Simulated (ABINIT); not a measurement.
# HfB2 (P6/mmm) in ABINIT: notebook

Runs on HfB2. Level: PBE. Tasks: band structure.

Program: ABINIT 10.8.3 (patched build). These are calculated values, not measurements. Logs are shortened: lines on timing, memory, paths and dates and some standing lists are left out, and cuts for length are marked. The log counts tension as positive stress, the text compression.

## 1. Starting point

Symmetry: P6/mmm, No. 191, hexagonal system. Conventional cell: a = 3.140 Å, b = 3.140 Å, c = 3.480 Å, α = 90.00°, β = 90.00°, γ = 120.00°. Hf (site symmetry 6/mmm) has 12 B at 2.51 Å as nearest neighbours. B (site symmetry -6m2) is surrounded by 3 B at 1.81 Å.

## 2. Band structure, PBE

File run.abi:

```
ndtset 2

pp_dirpath "./"
pseudos "Hf.upf, B.upf"

acell 3*1.0
rprim
     5.9337400313     0.0000000000     0.0000000000
    -2.9668700157     5.1387696066     0.0000000000
     0.0000000000     0.0000000000     6.5762469137
ntypat 2
znucl 72 5
natom 3
typat 1 2 2
xred
     0.0000000000     0.0000000000     0.0000000000
     0.6666666667     0.3333333333     0.5000000000
     0.3333333333     0.6666666667     0.5000000000

ecut 1034.032677 eV

ixc 11

occopt 3
tsmear 0.05 eV

nstep 100

iomode 3
prtwf 0
prteig 0
prtebands 0
enunit 1
prtden1 1
prtvha1 1
prtvclmb1 1
prtpot1 1
prtelf1 1

kptopt1 1
ngkpt1 10 10 8
nshiftk1 1
shiftk1 0.0 0.0 0.0
nband1 13
tolvrs1 1.0e-10

iscf2 -2
getden2 1
nband2 19
nbdbuf2 4
tolwfr2 1.0e-11
kptopt2 -7
ndivsm2 8
prteig2 1
kptbounds2
     0.0000000000     0.0000000000     0.0000000000
     0.5000000000     0.0000000000     0.0000000000
     0.3333333333     0.3333333333     0.0000000000
     0.0000000000     0.0000000000     0.0000000000
     0.0000000000     0.0000000000     0.5000000000
     0.5000000000     0.0000000000     0.5000000000
     0.3333333333     0.3333333333     0.5000000000
     0.0000000000     0.0000000000     0.5000000000
```

Potentials or basis: PseudoDojo NC SR PBE v0.4.1 standard.

Command:

```bash
$ abinit run.abi > log 2>&1
```

run.abo:

```text
.Version 10.8.3 of ABINIT
 DATASET    1 : space group P6/m m m (#191); Bravais hP (primitive hexag.)
================================================================================
 Values of the parameters that define the memory need for DATASET  1.
     intxc =       0    ionmov =       0      iscf =       7    lmnmax =       8
     lnmax =       8     mgfft =      40  mpssoang =       4    mqgrid =    3001
     natom =       3  nloc_mem =       1    nspden =       1   nspinor =       1
    nsppol =       1      nsym =      24    n1xccc =    2501    ntypat =       2
    occopt =       3   xclevel =       2
       mpw =        2262          nfft =       51840          nkpt =          70
================================================================================
================================================================================

 DATASET    2 : space group P6/m m m (#191); Bravais hP (primitive hexag.)
================================================================================
 Values of the parameters that define the memory need for DATASET  2.
     intxc =       0    ionmov =       0      iscf =      -2    lmnmax =       8
     lnmax =       8     mgfft =      40  mpssoang =       4    mqgrid =    3001
     natom =       3  nloc_mem =       1    nspden =       1   nspinor =       1
    nsppol =       1      nsym =      24    n1xccc =    2501    ntypat =       2
    occopt =       3   xclevel =       2
       mpw =        2274          nfft =       51840          nkpt =          88
================================================================================
================================================================================

--------------------------------------------------------------------------------
------------- Echo of variables that govern the present computation ------------
--------------------------------------------------------------------------------
 -outvars: echo values of preprocessed input variables --------
            acell      1.0000000000E+00  1.0000000000E+00  1.0000000000E+00 Bohr
              amu      1.78490000E+02  1.08110000E+01
             ecut      3.80000000E+01 Hartree
           enunit           1
           getden1          0
           getden2          1
             iscf1          7
             iscf2         -2
                       outvar_i_n : Printing only first  50 k-points.
              ixc          11
           jdtset        1    2
                       outvar_i_n : Printing only first  50 k-points.
           kptopt1          1
           kptopt2         -7
         kptrlatt       10    0    0      0   10    0      0    0    8
          kptrlen1     5.26099753E+01
          kptrlen2     3.00000000E+01
            natom           3
            nband1         13
            nband2         19
           nbdbuf1          0
           nbdbuf2          4
           ndtset           2
           ndivsm1          0
           ndivsm2          8
            ngfft          36      36      40
             nkpt1         70
             nkpt2         88
            nstep         100
             nsym          24
           ntypat           2
                       prtocc : prtvol=0, do not print more k-points.
           occopt           3
        prtebands           0
           prteig1          0
           prteig2          1
           prtelf1          1
           prtelf2          0
           prtpot1          1
           prtpot2          0
         prtvclmb1          1
         prtvclmb2          0
           prtvha1          1
           prtvha2          0
            prtwf           0
            rprim      5.9337400313E+00  0.0000000000E+00  0.0000000000E+00
                      -2.9668700157E+00  5.1387696066E+00  0.0000000000E+00
                       0.0000000000E+00  0.0000000000E+00  6.5762469137E+00
           shiftk1     0.00000000E+00  0.00000000E+00  0.00000000E+00
           shiftk2     5.00000000E-01  5.00000000E-01  5.00000000E-01
          spgroup         191
           tolvrs1     1.00000000E-10
           tolvrs2     0.00000000E+00
           tolwfr1     0.00000000E+00
           tolwfr2     1.00000000E-11
           tsmear      1.83746611E-03 Hartree
            typat      1  2  2
                       outvars : Printing only first  50 k-points.
           xangst      0.0000000000E+00  0.0000000000E+00  0.0000000000E+00
                       1.5699999989E+00  9.0643992202E-01  1.7399999988E+00
                      -1.7639296020E-11  1.8128798440E+00  1.7399999988E+00
            xcart      0.0000000000E+00  0.0000000000E+00  0.0000000000E+00
                       2.9668700156E+00  1.7129232022E+00  3.2881234569E+00
                      -3.3333438531E-11  3.4258464044E+00  3.2881234569E+00
             xred      0.0000000000E+00  0.0000000000E+00  0.0000000000E+00
                       6.6666666667E-01  3.3333333333E-01  5.0000000000E-01
[... 203 lines left out ...]

 Real(R)+Recip(G) space primitive vectors, cartesian coordinates (Bohr,Bohr^-1):
 R(1)=  5.9337400  0.0000000  0.0000000  G(1)=  0.1685278  0.0972996  0.0000000
 R(2)= -2.9668700  5.1387696  0.0000000  G(2)=  0.0000000  0.1945991  0.0000000
 R(3)=  0.0000000  0.0000000  6.5762469  G(3)=  0.0000000  0.0000000  0.1520624
 Unit cell volume ucvol=  2.0052373E+02 bohr^3
 Angles (23,13,12)=  9.00000000E+01  9.00000000E+01  1.20000000E+02 degrees

 getcut: wavevector=  0.0000  0.0000  0.0000  ngfft=  36  36  40
         ecut(hartree)=     38.000   => boxcut(ratio)=   2.18634
--------------------------------------------------------------------------------

================================================================================
 Non-SCF case, kpt    1 (  0.00000  0.00000  0.00000), residuals and eigenvalues=
  3.39E-12  3.62E-12  3.05E-12  1.64E-12  2.62E-12  1.76E-12  3.39E-12  3.00E-12
  1.25E-12  3.78E-12  1.78E-12  7.30E-12  6.49E-12  6.57E-12  3.65E-12  2.14E-12
  9.67E-12  6.43E-12  7.92E-08
 -1.8051E+00 -6.6056E-01 -6.4295E-01 -6.4295E-01 -4.1441E-02  3.5373E-01
  3.5695E-01  3.5695E-01  3.6170E-01  6.1228E-01  6.1228E-01  6.3477E-01
  6.3477E-01  6.4813E-01  6.4813E-01  6.4831E-01  7.4811E-01  7.8070E-01
  1.0607E+00
 Non-SCF case, kpt    2 (  0.03571  0.00000  0.00000), residuals and eigenvalues=
  9.67E-12  4.87E-12  4.09E-12  4.93E-12  4.89E-12  4.23E-12  8.23E-12  5.41E-12
  8.00E-12  3.69E-12  9.86E-12  2.45E-12  4.46E-12  1.02E-12  2.96E-12  2.86E-12
  7.75E-12  1.64E-11  5.70E-05
 -1.8050E+00 -6.6050E-01 -6.4332E-01 -6.4303E-01 -4.0421E-02  3.5387E-01
  3.5484E-01  3.5691E-01  3.6078E-01  6.1155E-01  6.1372E-01  6.2094E-01
[... 676 lines left out ...]
  1.27E-12  5.94E-12  9.40E-12  2.49E-12  1.65E-12  8.62E-12  7.28E-12  9.77E-12
  5.41E-09  1.05E-08  4.18E-08
 -1.8048E+00 -6.7064E-01 -6.4256E-01 -6.4227E-01  4.7054E-02  1.5768E-01
  4.1095E-01  4.1260E-01  4.8396E-01  4.8437E-01  4.9579E-01  5.0222E-01
  5.4690E-01  6.5701E-01  7.3316E-01  8.7601E-01  9.2760E-01  9.2766E-01
  9.8760E-01
 Non-SCF case, kpt   88 (  0.00000  0.00000  0.50000), residuals and eigenvalues=
  6.11E-12  6.51E-12  4.65E-12  9.04E-12  2.47E-12  3.61E-12  2.58E-12  5.46E-12
  3.63E-12  8.34E-12  3.20E-12  9.85E-12  1.78E-12  2.96E-12  5.68E-12  1.88E-10
  2.30E-09  1.39E-06  2.20E-05
 -1.8048E+00 -6.7072E-01 -6.4219E-01 -6.4219E-01  4.6805E-02  1.5615E-01
  4.2018E-01  4.2018E-01  4.7585E-01  4.7585E-01  5.0074E-01  5.0074E-01
  5.4608E-01  6.5088E-01  7.3114E-01  8.7538E-01  9.2788E-01  9.2788E-01
  9.9032E-01

--- !ResultsGS
iteration_state: {dtset: 2, }
comment   : Summary of ground state results
lattice_vectors:
- [  5.9337400,   0.0000000,   0.0000000, ]
- [ -2.9668700,   5.1387696,   0.0000000, ]
- [  0.0000000,   0.0000000,   6.5762469, ]
lattice_lengths: [   5.93374,    5.93374,    6.57625, ]
lattice_angles: [ 90.000,  90.000, 120.000, ] # degrees, (23, 13, 12)
lattice_volume:   2.0052373E+02
convergence: {deltae:  0.000E+00, res2:  0.000E+00, residm:  9.998E-12, diffor:  0.000E+00, }
etotal    :  -6.24058206E+01
entropy   :   0.00000000E+00
fermie    :   4.60528852E-01
cartesian_stress_tensor: null
pressure_GPa: null
xred      :
- [  0.0000E+00,   0.0000E+00,   0.0000E+00, Hf]
- [  6.6667E-01,   3.3333E-01,   5.0000E-01,  B]
- [  3.3333E-01,   6.6667E-01,   5.0000E-01,  B]
cartesian_forces: null
force_length_stats: {min: null, max: null, mean: null, }
...

 Integrated electronic density in atomic spheres:
 ------------------------------------------------
 Atom  Sphere_radius  Integrated_density
    1        2.00000          8.47340620
    2        2.00000          2.69067596
    3        2.00000          2.69067596
================================================================================

 ----iterations are completed or convergence reached----

 Mean square residual over all n,k,spin=   49.896E-13; max=  99.983E-13
 reduced coordinates (array xred) for    3 atoms
       0.000000000000      0.000000000000      0.000000000000
       0.666666666667      0.333333333333      0.500000000000
       0.333333333333      0.666666666667      0.500000000000

 cartesian coordinates (angstrom) at end:
    1      0.00000000000000     0.00000000000000     0.00000000000000
    2      1.56999999891948     0.90643992201629     1.73999999882018
    3     -0.00000000001764     1.81287984403258     1.73999999882018
 length scales=  1.000000000000  1.000000000000  1.000000000000 bohr
              =  0.529177210544  0.529177210544  0.529177210544 angstroms
 Eigenvalues (   eV  ) for nkpt=  88  k points:
 kpt#   1, nband= 19, wtk=  1.00000, kpt=  0.0000  0.0000  0.0000 (reduced coord)
 -49.11812  -17.97482  -17.49545  -17.49545   -1.12766    9.62551    9.71319    9.71319
   9.84225   16.66108   16.66108   17.27297   17.27297   17.63661   17.63661   17.64133
  20.35714   21.24393   28.86265
 kpt#   2, nband= 19, wtk=  1.00000, kpt=  0.0357  0.0000  0.0000 (reduced coord)
 -49.11751  -17.97317  -17.50569  -17.49771   -1.09991    9.62930    9.65572    9.71214
   9.81719   16.64121   16.70005   16.89666   17.00455   17.74045   17.95009   17.98523
  20.27235   21.33230   29.01851
 kpt#   3, nband= 19, wtk=  1.00000, kpt=  0.0714  0.0000  0.0000 (reduced coord)
 -49.11571  -17.96830  -17.53577  -17.50437   -1.01726    9.39593    9.70784    9.73840
   9.74531   16.35952   16.58332   16.69441   16.80453   18.00899   18.32594   18.53627
  20.05107   21.58479   29.17262
 kpt#   4, nband= 19, wtk=  1.00000, kpt=  0.1071  0.0000  0.0000 (reduced coord)
 -49.11280  -17.96044  -17.58386  -17.51508   -0.88140    9.04144    9.63527    9.69723
   9.86807   15.82773   16.46919   16.49229   16.93331   18.31414   18.73652   19.16351
  19.78095   21.96141   29.40353
 kpt#   5, nband= 19, wtk=  1.00000, kpt=  0.1429  0.0000  0.0000 (reduced coord)
[... 321 lines left out ...]
  12.68828   13.98171   14.16929   14.20724   15.06396   18.91790   20.36918   23.80060
  25.20148   25.40330   26.30677
 kpt#  86, nband= 19, wtk=  1.00000, kpt=  0.0417  0.0417  0.5000 (reduced coord)
 -49.10859  -18.24262  -17.51440  -17.48381    1.30077    4.41462   10.65422   10.79450
  13.14448   13.64658   13.65188   13.78594   14.94960   18.31779   20.11203   23.85753
  25.22224   25.26266   26.65637
 kpt#  87, nband= 19, wtk=  1.00000, kpt=  0.0208  0.0208  0.5000 (reduced coord)
 -49.11042  -18.24914  -17.48501  -17.47717    1.28039    4.29080   11.18253   11.22739
  13.16932   13.18040   13.49115   13.66607   14.88196   17.87809   19.95040   23.83743
  25.24138   25.24293   26.87396
 kpt#  88, nband= 19, wtk=  1.00000, kpt=  0.0000  0.0000  0.5000 (reduced coord)
 -49.11104  -18.25135  -17.47496  -17.47496    1.27363    4.24909   11.43360   11.43360
  12.94841   12.94841   13.62575   13.62575   14.85955   17.71139   19.89541   23.82024
  25.24882   25.24882   26.94790

== END DATASET(S) ==============================================================
================================================================================

 -outvars: echo values of variables after computation  --------
            acell      1.0000000000E+00  1.0000000000E+00  1.0000000000E+00 Bohr
           etotal1    -6.2405820591E+01
            fcart1     4.2542391197E-30  2.4561861010E-30 -0.0000000000E+00
                      -5.6723188262E-30  4.9123722018E-30 -0.0000000000E+00
                       1.4180797066E-30 -7.3685583027E-30 -0.0000000000E+00
            rprim      5.9337400313E+00  0.0000000000E+00  0.0000000000E+00
                      -2.9668700157E+00  5.1387696066E+00  0.0000000000E+00
                       0.0000000000E+00  0.0000000000E+00  6.5762469137E+00
           strten1    -4.4345451800E-05 -4.4345452007E-05 -8.4447677942E-05
                       0.0000000000E+00  0.0000000000E+00  1.2466688452E-13
           xangst      0.0000000000E+00  0.0000000000E+00  0.0000000000E+00
                       1.5699999989E+00  9.0643992202E-01  1.7399999988E+00
                      -1.7639296020E-11  1.8128798440E+00  1.7399999988E+00
             xred      0.0000000000E+00  0.0000000000E+00  0.0000000000E+00
                       6.6666666667E-01  3.3333333333E-01  5.0000000000E-01
                       3.3333333333E-01  6.6666666667E-01  5.0000000000E-01
 Calculation completed.
```

It took 76 s on 1 thread of AMD EPYC 9R14 (Zen 4), shared host; peak memory 0.12 GiB.

What came out:

* Free energy: -1698.1489 eV
* Pressure: 1.7 GPa
* Band gap on the k mesh: none (metal or under the smearing width)
* Valence electrons inside the program's atomic spheres: Hf 8.47; B 2.69

Levels at the corners of the path, in eV from the Fermi level:
```tsv
point	band 5	band 6	band 7	band 8	band 9	band 10	band 11	band 12	band 13	band 14
Γ	-13.66	-2.91	-2.82	-2.82	-2.69	4.13	4.13	4.74	4.74	5.10
M	-9.69	-8.96	-4.04	-3.34	-2.77	2.21	2.83	5.67	5.82	6.40
K	-8.20	-8.20	-7.66	-2.50	-2.50	1.83	1.83	3.55	9.48	9.48
Γ	-13.66	-2.91	-2.82	-2.82	-2.69	4.13	4.13	4.74	4.74	5.10
A	-11.26	-8.28	-1.10	-1.10	0.42	0.42	1.09	1.09	2.33	5.18
L	-10.26	-7.42	-4.89	-4.62	-2.60	4.12	4.27	6.35	7.30	7.45
H	-9.05	-9.05	-5.42	-3.08	-3.08	4.57	5.51	7.03	7.03	7.44
A	-11.26	-8.28	-1.10	-1.10	0.42	0.42	1.09	1.09	2.33	5.18
```

Caveat: spin-orbit coupling is left out, which moves the levels of the heavy elements.

## 3. Band structure, PBE

run.abi is that of step 2.

Potentials or basis: PseudoDojo NC SR PBE v0.5 standard.

Command:

```bash
$ abinit run.abi > log 2>&1
```

Run time: 76 s. Hardware: 1 thread of AMD EPYC 9R14 (Zen 4), shared host; peak memory 0.12 GiB.

It converged, with:

```yaml
Free_energy: -1698.1489 eV
Pressure: 1.7 GPa
Band_gap_on_the_k_mesh: none (metal or under the smearing width)
Valence_electrons_inside_the_program's_atomic_spheres: Hf 8.47; B 2.69
```

Stress tensor (GPa, compression positive):
```
1.30 0.00 0.00
0.00 1.30 0.00
0.00 0.00 2.48
```

Levels at the corners of the path, in eV from the Fermi level:
| point | band 7 | band 8 | band 9 | band 10 | band 11 | band 12 |
| --- | --- | --- | --- | --- | --- | --- |
| Γ | -2.82 | -2.82 | -2.69 | 4.13 | 4.13 | 4.74 |
| M | -4.04 | -3.34 | -2.77 | 2.21 | 2.83 | 5.67 |
| K | -7.66 | -2.50 | -2.50 | 1.83 | 1.83 | 3.55 |
| Γ | -2.82 | -2.82 | -2.69 | 4.13 | 4.13 | 4.74 |
| A | -1.10 | -1.10 | 0.42 | 0.42 | 1.09 | 1.09 |
| L | -4.89 | -4.62 | -2.60 | 4.12 | 4.27 | 6.35 |
| H | -5.42 | -3.08 | -3.08 | 4.57 | 5.51 | 7.03 |
| A | -1.10 | -1.10 | 0.42 | 0.42 | 1.09 | 1.09 |

Caveat: spin-orbit coupling is left out, which moves the levels of the heavy elements.
